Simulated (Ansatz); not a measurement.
C2H2Cl2 (`Cl/C=C/Cl`) from Hartree–Fock to CCSD(T)

```
atom   x (Å)   y (Å)   z (Å)
 Cl1   0.481   0.249   2.067
  C2   0.024   0.498   0.434
  C3  -0.024  -0.498  -0.434
 Cl4  -0.480  -0.249  -2.067
  H5  -0.218   1.521   0.179
  H6   0.218  -1.521  -0.179
```

Total charge 0; spin multiplicity 1. Geometry: relaxed with PBE0-D4/def2-TZVP. Frozen core, restricted reference, the Gaussian-basis code of Ansatz. CBS rows extrapolate triple and quadruple zeta; past MP2 they add the triple-zeta difference.

| basis | HF (Eh) | MP2 corr. | CCSD corr. | (T) | CCSD(T) total |
| --- | --- | --- | --- | --- | --- |
| def2-SVP | -995.51306 | ? | -0.57116 | -0.01782 | ? |
| def2-TZVPP | -995.92100 | ? | -0.73856 | -0.03506 | ? |
| def2-QZVPP | ? | ? | – | – | – |
| CBS(def2) | -995.95385 | -0.80107 | -0.84230 | as TZ | -996.83121 |

**Question.** Fill in the withheld values. (Estimate.)

**Answer.** The calculation gave: def2-SVP MP2 corr.: -0.53194; def2-SVP CCSD(T) total: -996.10204; def2-TZVPP MP2 corr.: -0.69732; def2-TZVPP CCSD(T) total: -996.69462; def2-QZVPP HF (Eh): -995.94987; def2-QZVPP MP2 corr.: -0.75692.
